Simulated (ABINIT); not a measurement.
Write the native input for ABINIT 10.8.3 (patched build) that does the following.

- Task: equation of state
- Functional: PBE
- Potentials or basis: Ansatz NC PBE
- Cutoff: 1252 eV
- k mesh: 10 × 10 × 10
- Occupations: fermi-dirac, width 0.05 eV
- Spin: no spin polarisation

The system is CdO (Monteponite).

```
Cd O
1.0
     0.00000    2.34950    2.34950
     2.34950    0.00000    2.34950
     2.34950    2.34950    0.00000
Cd O
1 1
Direct
  0.00000 0.00000 0.00000
  0.50000 0.50000 0.50000
```

The input as run:

run.abi

```
# Datasets: one volume each
ndtset 7
getwfk -1
scalecart1 3*0.9795861087
scalecart2 3*0.9864848297
scalecart3 3*0.9932883884
scalecart4 3*1.0000000000
scalecart5 3*1.0066227096
scalecart6 3*1.0131594038
scalecart7 3*1.0196128224

# Pseudopotentials
pp_dirpath "./"
pseudos "Cd.upf, O.upf"

# Structure
acell 3*1.0 Angstrom
rprim
     0.0000000000     2.3495000000     2.3495000000
     2.3495000000     0.0000000000     2.3495000000
     2.3495000000     2.3495000000     0.0000000000
ntypat 2
znucl 48 8
natom 2
typat 1 2
xred
     0.0000000000     0.0000000000     0.0000000000
     0.5000000000     0.5000000000     0.5000000000

# Plane-wave basis
ecut 46.0

# k points
kptopt 1
ngkpt 10 10 10
nshiftk 1
shiftk 0.0 0.0 0.0

# Exchange and correlation
ixc 11

# Bands and occupations
nband 17
occopt 3
tsmear 0.05 eV

# SCF cycle
nstep 100
tolvrs 1.0e-10

# Output
iomode 3
prtwf 1
prtden 0
prteig 0
prtebands 0
enunit 1
```

Potentials or basis: Ansatz NC PBE.

The run is started by

```sh
$ abinit run.abi > log 2>&1
```

Results of the run:

```yaml
Equilibrium_volume: 13.54 Å³/atom
Bulk_modulus: 126 GPa
Pressure_derivative_of_the_bulk_modulus: 4.8
```

Caveat: pressures at fixed basis lie under the slope of the energies.

Wall time 7.2 min on 1 thread of Arm Neoverse V2 (shared host), peak memory 0.14 GiB.
